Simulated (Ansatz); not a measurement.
# LiCl: the cost of one run

Program: Ansatz 0.2.0. Level of theory: DFT PBE, scalar-relativistic, plane waves, PAW. These are calculated values, not measurements.

The COD entry's cell or inner coordinates are ideal or old and differ from later refinements, so a difference from it is no clean test against experiment.

2 further runs of the same task are left out: 2 set aside as unsound or not needed.

### 1 The system as given

Symmetry: Fm-3m, No. 225, cubic system. The conventional cell has a = 5.150 Å, b = 5.150 Å, c = 5.150 Å, α = 90.00°, β = 90.00°, γ = 90.00°. Around Li (site symmetry m-3m) lie 6 Cl at 2.58 Å. Cl (site symmetry m-3m) has 6 Li at 2.58 Å as nearest neighbours.

As a file:

```cif
data_structure
_symmetry_space_group_name_H-M 'Fm-3m'
_symmetry_Int_Tables_number 225
_cell_length_a 5.1503
_cell_length_b 5.1503
_cell_length_c 5.1503
_cell_angle_alpha 90.000
_cell_angle_beta 90.000
_cell_angle_gamma 90.000
_cell_volume 136.61
loop_
_atom_site_label
_atom_site_type_symbol
_atom_site_symmetry_multiplicity
_atom_site_Wyckoff_symbol
_atom_site_fract_x
_atom_site_fract_y
_atom_site_fract_z
_atom_site_occupancy
Li1 Li 4 a 0.00000 0.00000 0.00000 1
Cl1 Cl 4 b 0.50000 0.00000 0.00000 1
```

This cell was relaxed beforehand with the same method: volume 17.08 Å³/atom, gap on the mesh 6.26 eV.

### 2 The stripe of 1.5 rows

A (001) slab of 3 planes in a 3×1 cell, the lower planes held; added atoms sit on lattice sites of the next plane. Energies count from bulk atoms, -643.9169 eV an atom, and the flat slab, -23179.5900 eV.

The cell holds 21 Li, 21 Cl: a = 15.451 Å, b = 5.150 Å, c = 19.725 Å, α = 90.00°, β = 90.00°, γ = 90.00°.

### 3 Relaxing it

input.yaml

```yaml
crystal:
  lattice:
    - [15.4508152813, 0.0, 0.0]
    - [0.0, 5.1502717604, 0.0]
    - [0.0, 0.0, 19.7254076407]
  atoms:
    - { symbol: Li, position: [0.0, 0.0, 0.0760440558] }
    - { symbol: Cl, position: [0.1666666667, 0.0, 0.0760440558] }
    - { symbol: Li, position: [0.0, 0.5, 0.2065932403] }
    - { symbol: Cl, position: [0.1666666667, 0.5, 0.2065932403] }
    - { symbol: Li, position: [0.1666666667, 0.0, 0.2065932403] }
    - { symbol: Cl, position: [0.0, 0.0, 0.2065932403] }
    - { symbol: Li, position: [0.1666666667, 0.5, 0.0760440558] }
    - { symbol: Cl, position: [0.0, 0.5, 0.0760440558] }
    - { symbol: Li, position: [0.3333333333, 0.0, 0.0760440558] }
    - { symbol: Cl, position: [0.5, 0.0, 0.0760440558] }
    - { symbol: Li, position: [0.3333333333, 0.5, 0.2065932403] }
    - { symbol: Cl, position: [0.5, 0.5, 0.2065932403] }
    - { symbol: Li, position: [0.5, 0.0, 0.2065932403] }
    - { symbol: Cl, position: [0.3333333333, 0.0, 0.2065932403] }
    - { symbol: Li, position: [0.5, 0.5, 0.0760440558] }
    - { symbol: Cl, position: [0.3333333333, 0.5, 0.0760440558] }
    - { symbol: Li, position: [0.6666666667, 0.0, 0.0760440558] }
    - { symbol: Cl, position: [0.8333333333, 0.0, 0.0760440558] }
    - { symbol: Li, position: [0.6666666667, 0.5, 0.2065932403] }
    - { symbol: Cl, position: [0.8333333333, 0.5, 0.2065932403] }
    - { symbol: Li, position: [0.8333333333, 0.0, 0.2065932403] }
    - { symbol: Cl, position: [0.6666666667, 0.0, 0.2065932403] }
    - { symbol: Li, position: [0.8333333333, 0.5, 0.0760440558] }
    - { symbol: Cl, position: [0.6666666667, 0.5, 0.0760440558] }
    - { symbol: Li, position: [0.0, 0.0, 0.3371424247] }
    - { symbol: Cl, position: [0.1666666667, 0.0, 0.3371424247] }
    - { symbol: Li, position: [0.1666666667, 0.5, 0.3371424247] }
    - { symbol: Cl, position: [0.0, 0.5, 0.3371424247] }
    - { symbol: Li, position: [0.3333333333, 0.0, 0.3371424247] }
    - { symbol: Cl, position: [0.5, 0.0, 0.3371424247] }
    - { symbol: Li, position: [0.5, 0.5, 0.3371424247] }
    - { symbol: Cl, position: [0.3333333333, 0.5, 0.3371424247] }
    - { symbol: Li, position: [0.6666666667, 0.0, 0.3371424247] }
    - { symbol: Cl, position: [0.8333333333, 0.0, 0.3371424247] }
    - { symbol: Li, position: [0.8333333333, 0.5, 0.3371424247] }
    - { symbol: Cl, position: [0.6666666667, 0.5, 0.3371424247] }
    - { symbol: Li, position: [0.0, 0.5, 0.4676916092] }
    - { symbol: Cl, position: [0.1666666667, 0.5, 0.4676916092] }
    - { symbol: Li, position: [0.1666666667, 0.0, 0.4676916092] }
    - { symbol: Cl, position: [0.0, 0.0, 0.4676916092] }
    - { symbol: Li, position: [0.3333333333, 0.5, 0.4676916092] }
    - { symbol: Cl, position: [0.3333333333, 0.0, 0.4676916092] }
basis:
  ecutwfc: 420
kpoints:
  mp_grid: { grid: [2, 6, 1] }
hamiltonian:
  xc: pbe
scf:
  occupations: { method: gaussian, width: 0.05 }
output:
  forces: true
  eigenvalues: true
  write_density: true
  write_potential: true
  elf: true
  volumetric_format: npy
relax:
  adjacent_minimum: "off"
  f_tol: 0.02
  max_steps: 45
  constraints: [{ sites: [0, 1, 6, 7, 8, 9, 14, 15, 16, 17, 22, 23] }]
efield:
  axis: 3
  dipole_correction: true
  ramp_width: 0.04
```

Started as:

```sh
$ ansatz run input.yaml --threads 4 --pin off --max-ram 9216MiB --backend cpu --events-out ev --progress --plain --runs-dir out
```

Q: Estimate wall time and peak memory on 4 threads of Arm Neoverse V2, shared host.

About 6.4 min, with a peak of 4.5 GiB.
